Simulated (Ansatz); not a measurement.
Write the native input for Ansatz 0.2.0 that does the following.

```
Task                                : band structure
Functional                          : PBEsol
Potentials or basis                 : Ansatz PAW
Cutoff                              : 420 eV (not typed: the program's choice for these potentials)
k mesh                              : 5 × 5 × 5
Occupations                         : fermi-dirac, width 0.05 eV
Spin                                : spin-orbit coupling, no magnetisation
Path                                : [["G", "X", "S", "R", "A", "Z", "G", "Y", "X1", "A1", "T", "Y"], ["Z", "T"]]
Points for each segment of the path : 14
```

Crystal: PbS.

```xyz
4
Lattice="2.0800 -5.9913 0.0000 2.0800 5.9913 0.0000 0.0000 0.0000 4.2793" Properties=species:S:1:pos:R:3 pbc="T T T"
Pb    2.0800    4.4268    1.0698
Pb    2.0800   -4.4268    3.2095
S     2.0800    1.7399    1.0698
S     2.0800   -1.7399    3.2095
```

Measurements of this composition are mostly on another form, of space group No. 225.

One way to write it, as run:

input.yaml

```yaml
crystal:
  lattice:
    - [2.079952695, -5.991296865, 0.0]
    - [2.079952695, 5.991296865, 0.0]
    - [0.0, 0.0, 4.27932094]
  atoms:
    - { symbol: Pb, position: [0.13056335, 0.86943665, 0.25] }
    - { symbol: Pb, position: [0.86943665, 0.13056335, 0.75] }
    - { symbol: S, position: [0.35479709, 0.64520291, 0.25] }
    - { symbol: S, position: [0.64520291, 0.35479709, 0.75] }
hamiltonian:
  xc: pbesol
  pseudopotentials: { kind: paw_fr }
magnetization:
  noncollinear: true
  spin_orbit: true
kpoints:
  mp_grid: { grid: [5, 5, 5] }
  band_path:
    path:
      - [[0.0, 0.0, 0.0], [0.2801304242, 0.2801304242, 0.0], [0.0, 0.5, 0.0], [0.0, 0.5, 0.5], [0.2801304242, 0.2801304242, 0.5], [0.0, 0.0, 0.5], [0.0, 0.0, 0.0], [-0.5, 0.5, 0.0], [-0.2801304242, 0.7198695758, 0.0], [-0.2801304242, 0.7198695758, 0.5], [-0.5, 0.5, 0.5], [-0.5, 0.5, 0.0]]
      - [[0.0, 0.0, 0.5], [-0.5, 0.5, 0.5]]
    npoints: 14
scf:
  occupations: { method: fermi_dirac, width: 0.05 }
  n_extra_bands: 10
output:
  forces: true
  stress: true
  eigenvalues: true
  fatbands: true
  write_density: true
  write_potential: true
  elf: true
  volumetric_format: npy
```

Potentials or basis: Ansatz PAW.

Launch:

```console
$ ansatz run input.yaml --threads 2 --pin off --max-ram 5632MiB --backend cpu --events-out ev --progress --plain --runs-dir out
```

It gave:

* Pressure: -2.1 GPa
* Largest force: 0.090 eV/Å
* Band gap on the k mesh: 0.87 eV, indirect (least direct gap 0.93 eV)
* Band gap along the path: 0.76 eV, direct

Caveat: the k mesh misses the band edges, so the gap on the mesh is wider than the one along the path; the PAW data sets come from PBE, with cores solved anew for the run's functional, which leaves a small shift of forces and pressure.

It took 4.7 min on 2 threads of AMD EPYC (Zen 3) (shared host), peak memory 1.2 GiB.
